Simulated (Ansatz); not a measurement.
Entries from a set of simulations; values are calculated unless marked as measured.

```
Quasiparticle gap of GaAs (F-43m)
1.0
     0.00000    2.82685    2.82685
     2.82685    0.00000    2.82685
     2.82685    2.82685    0.00000
Ga As
1 1
Direct
  0.00000 0.00000 0.00000
  0.25000 0.25000 0.25000
# method: G0W0 on HSE06, plane waves, PAW (and 1 further level or step)
# program: Ansatz 0.2.0
# settings of one run: cutoff 420 eV, 6×6×6 k-mesh, default PAW, empty bands 134, screening cutoff 120 eV, screening contour deformation, QP bands (v2, c2)
# cost: 2 runs, 55 s in all on 1 × NVIDIA H100 80GB HBM3 (shared by 6 runs) with 2 threads of AMD EPYC 7R13 (Zen 3), shared host (the runs of this entry)
# notes: In doubt: masses and optical values from hybrid runs of this build are listed as unsure (in some of the runs), which bears on the screening that GW takes from such a start. The cell and positions come from the Crystallography Open Database and are kept as given unless a step says otherwise. Limits: no spin-orbit coupling. Bands and cutoff are finite, so the gap is not at the basis limit. The miss can reach some tenths of an eV and take either sign; the mesh is an error of its own.
# HSE06 gap: 1.47 eV, direct
# G0W0 gap on the mesh: 1.77 eV, from k = Γ to k = Γ
# GW settings: 6×6×6 mesh, 134 empty bands, screening to 120 eV
# known limits: not at the basis limit; no spin-orbit coupling
```

[Paths, hosts, dates, memory and timing lines, banners, echoed tables and standing remarks are left out of the program output.]

[Logs are printed without paths, hosts, clocks, repeated set-up lines and the standing remarks that a program may print on its own settings, such as how far it seeks lower states.]

[Runs of the session that timed out or met a known fault of the program may be left out.]

[Cells called generated may have been cut or substituted from an entry of the Crystallography Open Database or the Materials Project.]

[Hosts, paths, dates, database ids (printed as entryN), source tags and the programs' standing remarks are cut or masked in the printed files.]
